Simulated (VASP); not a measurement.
# Ni2H (P-3m1) in VASP: further runs

The runs below take Ni2H through single point, with r2SCAN.

All numbers are computed with VASP 6.6.1; they aren't measurements. Logs are shortened: lines on timing, memory, paths and dates and some standing lists are left out, and cuts for length are marked.

### 1 Starting point

It takes space group P-3m1 (No. 164, trigonal). Conventional cell: a = 2.643 Å, b = 2.643 Å, c = 4.308 Å, α = 90.00°, β = 90.00°, γ = 120.00°. Around Ni (site symmetry 3m) lie 3 H at 1.83 Å. Around H (site symmetry -3m) lie 6 Ni at 1.83 Å.

### 2 Single point, r2SCAN, collinear spin, ferromagnetic start

Input file INCAR:

```
SYSTEM = Ni2H
ADDGRID  = .FALSE.      
ALGO     = Normal         ! electronic algorithm
EDIFF    = 1E-6           ! SCF threshold, eV
ENCUT    = 460            ! plane-wave cutoff, eV
ISIF     = 2              ! what is computed and relaxed
ISMEAR   = -5             ! smearing method
ISPIN    = 2              ! spin polarisation
LASPH    = .TRUE.         ! aspherical terms in the spheres
LCHARG   = .FALSE.        ! write CHGCAR
LMAXMIX  = 4              ! l up to which the mixer works
LMIXTAU  = .TRUE.       
LORBIT   = 11             ! projections on sites
LREAL    = .FALSE.        ! projectors in reciprocal space
LWAVE    = .FALSE.        ! write WAVECAR
MAGMOM   = 1 1 0          ! initial moments
METAGGA  = R2SCAN         ! meta-GGA
NBANDS   = 22             ! bands
NELM     = 100            ! most SCF steps
PREC     = Accurate       ! precision mode
SIGMA    = 0.05           ! smearing width, eV
```

Input file KPOINTS:

```
k-points
0
G
  7 7 4
  0 0 0
```

Input file POSCAR:

```
Ni2H
1.0
    2.6430000000      0.0000000000      0.0000000000
   -1.3215000000      2.2889051422      0.0000000000
    0.0000000000      0.0000000000      4.3080000000
Ni H
2 1
Direct
    0.6666666667      0.3333333333      0.7670000000
    0.3333333333      0.6666666667      0.2330000000
    0.0000000000      0.0000000000      0.0000000000
```

Potentials or basis: VASP PAW PBE potentials, release 64 (Ni, H_s).

The run is started by

```sh
cat potpaw_PBE.64/Ni/POTCAR potpaw_PBE.64/H_s/POTCAR > POTCAR
mpirun -np 1 vasp_std > vasp.out
```

OUTCAR:

```text
SYSTEM = Ni2H
   EDIFF = 1E-6
   ENCUT = 460
   ISIF = 2
   ISMEAR = -5
   ISPIN = 2
   LASPH = .TRUE.
   LORBIT = 11
   LREAL = .FALSE.
   METAGGA = R2SCAN
   NELM = 100
   PREC = Accurate

 Found     28 irreducible k-points:

 Following reciprocal coordinates:
            Coordinates               Weight
  0.000000  0.000000  0.000000      1.000000
  0.142857  0.000000  0.000000      6.000000
  0.285714  0.000000  0.000000      6.000000
  0.428571  0.000000  0.000000      6.000000
  0.142857  0.142857  0.000000      6.000000
  0.285714  0.142857  0.000000     12.000000
   k-points           NKPTS =     28   k-points in BZ     NKDIM =     28   number of bands    NBANDS=     22
   number of dos      NEDOS =    301   number of ions     NIONS =      3
   total plane-waves  NPLWV =   9720
   dimension x,y,z NGX =    18 NGY =   18 NGZ =   30
   dimension x,y,z NGXF=    36 NGYF=   36 NGZF=   60
   ions per type =               2   1
   NGX,Y,Z   is equivalent  to a cutoff of  11.32, 11.32, 11.58 a.u.
   NGXF,Y,Z  is equivalent  to a cutoff of  22.64, 22.64, 23.15 a.u.
 SYSTEM =  Ni2H
   PREC   = accura    normal or accurate (medium, high low for compatibility)
   ISTART =      0    job   : 0-new  1-cont  2-samecut
   ICHARG =      2    charge: 1-file 2-atom 10-const
   ISPIN  =      2    spin polarized calculation?
   LNONCOLLINEAR =      F non collinear calculations
   LSORBIT =      F    spin-orbit coupling
   LASPH  =      T    aspherical Exc in radial PAW
   ENCUT  =  460.0 eV  33.81 Ry    5.81 a.u.   4.62  4.62  7.53*2*pi/ulx,y,z
   NELM   =    100;   NELMIN=  2; NELMDL= -5     # of ELM steps
   EDIFF  = 0.1E-05   stopping-criterion for ELM
   LREAL  =      F    real-space projection
   EDIFFG = 0.1E-04   stopping-criterion for IOM
   NSW    =      0    number of steps for IOM
   IBRION =     -1    ionic relax: 0-MD 1-quasi-New 2-CG
   NFREE  =      0    steps in history (QN), initial steepest desc. (CG)
   ISIF   =      2    stress and relaxation
   ISYM   =      2    0-nonsym 1-usesym 2-fastsym
   POTIM  = 0.5000    time-step for ionic-motion
   TEBEG  =    0.0;   TEEND  =   0.0 temperature during run
   PSTRESS=    0.0 pullay stress
   NELECT =      21.0000    total number of electrons
   NUPDOWN=      -1.0000    fix difference up-down
   EMIN   =  10.00;   EMAX   =-10.00  energy-range for DOS
   EFERMI =   0.00;   METHOD = LEGACY
   ISMEAR =    -5;   SIGMA  =   0.05  broadening in eV -4-tet -1-fermi 0-gaus
   EFERMI_NEDOS =   21; number of points for ismear=-14 and -15
   IALGO  =     38    algorithm
   IMIX   =      4    mixing-type and parameters
     AMIX     =   0.40;   BMIX     =  1.00
     AMIX_MAG =   1.60;   BMIX_MAG =  1.00
  volume/ion in A,a.u.               =       8.69        58.62
  Fermi-wavevector in a.u.,A,eV,Ry     =   1.523401  2.878811 31.575750  2.320752
  Thomas-Fermi vector in A             =   2.631850
   LORBIT       =     11    0 simple, 1 ext, 2 COOP (PROOUT), +10 PAW based schemes
   METAGGA = R2SCAN    functional components
   LHFCALC =     F    Hartree Fock is set to
   AEXX    =    0.0000 exact exchange contribution
   IVDW    =     0    specifies the selected vdW correction
   LEPSILON=     F    determine dielectric tensor
   LRPA    =     F    only Hartree local field effects (RPA)
 spin polarized calculation
 Fermi weights with tetrahedron method with Bloechl corrections
  energy-cutoff  :      460.00
  volume of cell :       26.06
 maximum number of plane-waves:       597
   NGX =  9   NGY =  9   NGZ = 15

 number of electron      20.9999995 magnetization       0.4294822

 Free energy of the ion-electron system (eV)
  ---------------------------------------------------
  ext. energy  EPLUGINS =         0.00000000
  ---------------------------------------------------
  free energy    TOTEN  =       -26.92242104 eV

  energy without entropy =      -26.92242104  energy(sigma->0) =      -26.92242104

 E-fermi :   7.6271     XC(G=0): -13.5905

 val. band max:        7.6684074237   @ k =   0.2857   0.1429   0.5000
 cond. band min:       7.4312188128   @ k =   0.2857   0.0000   0.5000
 fundamental gap:     -0.2371886109
 Fermi energy:         7.6270800319

 spin component 1

 k-point     1 :       0.0000    0.0000    0.0000
  band No.  band energies     occupation
      1      -3.5464      1.00000
      2       3.3442      1.00000
      3       5.3495      1.00000
      4       5.7009      1.00000
      5       5.7012      1.00000
      6       5.9047      1.00000
[... 14 lines left out ...]
     21      33.1646      0.00000
     22      35.7634      0.00000

 k-point     2 :       0.1429    0.0000    0.0000
  band No.  band energies     occupation
      1      -3.0053      1.00000
      2       3.7333      1.00000
      3       4.6120      1.00000
      4       5.5474      1.00000
      5       5.7870      1.00000
      6       5.8836      1.00000
[... 14 lines left out ...]
     21      33.3663      0.00000
     22      33.6246      0.00000

 k-point     3 :       0.2857    0.0000    0.0000
  band No.  band energies     occupation
      1      -1.5767      1.00000
      2       3.9071      1.00000
      3       4.3418      1.00000
      4       5.2181      1.00000
      5       5.6895      1.00000
      6       5.7650      1.00000
[... 14 lines left out ...]
     21      32.6909      0.00000
     22      33.8160      0.00000

 k-point     4 :       0.4286    0.0000    0.0000
  band No.  band energies     occupation
      1      -0.0912      1.00000
      2       3.5713      1.00000
      3       4.2376      1.00000
      4       5.2698      1.00000
      5       5.5865      1.00000
      6       5.7624      1.00000
[... 14 lines left out ...]
     21      32.0753      0.00000
     22      34.6971      0.00000

 k-point     5 :       0.1429    0.1429    0.0000
  band No.  band energies     occupation
      1      -2.0149      1.00000
      2       4.1203      1.00000
      3       4.2962      1.00000
      4       5.1638      1.00000
      5       5.5409      1.00000
      6       5.9082      1.00000
[... 14 lines left out ...]
     21      32.8096      0.00000
     22      34.0395      0.00000

 k-point     6 :       0.2857    0.1429    0.0000
  band No.  band energies     occupation
      1      -0.5119      1.00000
      2       3.8457      1.00000
      3       4.4831      1.00000
      4       4.9911      1.00000
      5       5.5286      1.00000
      6       5.8289      1.00000
[... 14 lines left out ...]
     21      35.6271      0.00000
     22      36.4269      0.00000

 [... further k-points ...]

 spin component 2

 k-point     1 :       0.0000    0.0000    0.0000
  band No.  band energies     occupation
      1      -3.6067      1.00000
      2       3.4807      1.00000
      3       5.2861      1.00000
      4       5.9638      1.00000
      5       5.9640      1.00000
      6       6.1642      1.00000
[... 14 lines left out ...]
     21      33.1383      0.00000
     22      35.7825      0.00000

 k-point     2 :       0.1429    0.0000    0.0000
  band No.  band energies     occupation
      1      -3.0625      1.00000
      2       3.8838      1.00000
      3       4.6673      1.00000
      4       5.8338      1.00000
      5       6.1331      1.00000
      6       6.1644      1.00000
[... 14 lines left out ...]
     21      33.3903      0.00000
     22      33.6821      0.00000

 k-point     3 :       0.2857    0.0000    0.0000
  band No.  band energies     occupation
      1      -1.6195      1.00000
      2       4.0147      1.00000
      3       4.5606      1.00000
      4       5.4844      1.00000
      5       5.9735      1.00000
      6       6.1035      1.00000
[... 14 lines left out ...]
     21      32.7229      0.00000
     22      33.8348      0.00000

 k-point     4 :       0.4286    0.0000    0.0000
  band No.  band energies     occupation
      1      -0.0949      1.00000
      2       3.6935      1.00000
      3       4.5140      1.00000
      4       5.4533      1.00000
      5       5.9171      1.00000
      6       6.0035      1.00000
[... 14 lines left out ...]
     21      32.1152      0.00000
     22      34.7433      0.00000

 k-point     5 :       0.1429    0.1429    0.0000
  band No.  band energies     occupation
      1      -2.0636      1.00000
      2       4.2133      1.00000
      3       4.4774      1.00000
      4       5.4619      1.00000
      5       5.8954      1.00000
      6       6.1400      1.00000
[... 14 lines left out ...]
     21      32.8465      0.00000
     22      34.0856      0.00000

 k-point     6 :       0.2857    0.1429    0.0000
  band No.  band energies     occupation
      1      -0.5321      1.00000
      2       3.9615      1.00000
      3       4.7403      1.00000
      4       5.2523      1.00000
      5       5.8221      1.00000
      6       6.0762      1.00000
[... 14 lines left out ...]
     21      35.6371      0.00000
     22      36.4529      0.00000

 [... further k-points ...]

------------------------ aborting loop because EDIFF is reached ----------------------------------------

  FORCE on cell =-STRESS in cart. coord.  units (eV):
  Direction    XX          YY          ZZ          XY          YZ          ZX
  --------------------------------------------------------------------------------------
  -------------------------------------------------------------------------------------
  Total       -2.5617419     -2.5617419     -2.6009411      0.0000000      0.0000000      0.0000000
  in kB     -157.4872128   -157.4872128   -159.8970506      0.0000000      0.0000000      0.0000000
  external PRESSURE =    -158.2904921 kB  Pullay stress =       0.0000000 kB

 VOLUME and BASIS-vectors are now :
 -----------------------------------------------------------------------------
  energy-cutoff  :      460.00
  volume of cell :       26.06
      direct lattice vectors                 reciprocal lattice vectors
     2.643000000  0.000000000  0.000000000     0.378357927  0.218445051  0.000000000
    -1.321500000  2.288905142  0.000000000     0.000000000  0.436890102  0.000000000
     0.000000000  0.000000000  4.308000000     0.000000000  0.000000000  0.232126277

 POSITION                                       TOTAL-FORCE (eV/Angst)
 -----------------------------------------------------------------------------------
      1.32150      0.76297      3.30424        -0.000000     -0.000000     -0.989522
     -0.00000      1.52594      1.00376         0.000000      0.000000      0.989522
      0.00000      0.00000      0.00000         0.000000      0.000000     -0.000000
 -----------------------------------------------------------------------------------
    total drift:                                0.000000     -0.000000     -0.000000

  FREE ENERGIE OF THE ION-ELECTRON SYSTEM (eV)
  ---------------------------------------------------
  free  energy   TOTEN  =       -26.9224210442 eV

  energy  without entropy=      -26.9224210442  energy(sigma->0) =      -26.92242104

 total charge

# of ion       s       p       d       tot
------------------------------------------
    1        0.418   0.451   8.409   9.278
    2        0.418   0.451   8.409   9.278
    3        0.696   0.084   0.000   0.779
--------------------------------------------------
tot          1.531   0.985  16.819  19.335

 magnetization (x)

# of ion       s       p       d       tot
------------------------------------------
    1       -0.002  -0.010   0.242   0.230
    2       -0.002  -0.010   0.242   0.230
    3       -0.002  -0.003   0.000  -0.005
--------------------------------------------------
tot         -0.007  -0.022   0.483   0.455
```

Run time: 8.2 min. Hardware: 1 thread of Intel Xeon Platinum 8175M at 2.50GHz (Skylake/Cascade Lake), shared host; peak memory 0.15 GiB.

The run converged, but some of its settings lie outside the range that counts as converged, so its numbers aren't taken as properties of the crystal.

Results:

- Free energy: -26.9224 eV
- Pressure: -15.8 GPa
- Largest force: 0.990 eV/Å
- Band gap on the k mesh: none (metal or under the smearing width)
- Net moment: 0.43 μB per cell
- Site moments: Ni +0.23; H -0.01 μB
- Valence electrons inside the program's atomic spheres: Ni 9.28; H 0.78

Caveat: the k mesh is coarse (spacing up to 0.39 Å⁻¹), so the values aren't converged; the PAW data sets were made with another functional, which shifts forces and pressure a little; tetrahedron occupations give inexact forces and stress in metals.

### 3 Single point, r2SCAN, collinear spin, ferromagnetic start

Changes to INCAR since step 2:

```diff
@@ -4,5 +4,5 @@
 EDIFF    = 1E-6           ! SCF threshold, eV
-ENCUT    = 460            ! plane-wave cutoff, eV
+ENCUT    = 900            ! plane-wave cutoff, eV
 ISIF     = 2              ! what is computed and relaxed
-ISMEAR   = -5             ! smearing method
+ISMEAR   = 0              ! smearing method
 ISPIN    = 2              ! spin polarisation
```

Input file KPOINTS:

```
k-points
0
G
  5 5 3
  0 0 0
```

POSCAR is that of step 2.

Potentials or basis: VASP PAW PBE potentials, release 64 (Ni, H_s).

The run is started by

```sh
cat potpaw_PBE.64/Ni/POTCAR potpaw_PBE.64/H_s/POTCAR > POTCAR
mpirun -np 1 vasp_std > vasp.out
```

Wall time 5.6 min (1 thread of Intel Xeon Platinum 8175M at 2.50GHz (Skylake/Cascade Lake), shared host); peak memory 0.23 GiB.

The run converged, but some of its settings lie outside the range that counts as converged, so its numbers aren't taken as properties of the crystal.

Results:

| Item | Value |
| --- | --- |
| Free energy | -26.9673 eV |
| Pressure | -15.0 GPa |
| Largest force | 0.991 eV/Å |
| Band gap on the k mesh | none (metal or under the smearing width) |
| Net moment | 0.92 μB per cell |
| Site moments | Ni +0.49; H -0.01 μB |
| Valence electrons inside the program's atomic spheres | Ni 9.27; H 0.78 |

Caveat: the k mesh is coarse (spacing up to 0.55 Å⁻¹), so the values aren't converged; the PAW data sets were made with another functional, which shifts forces and pressure a little.
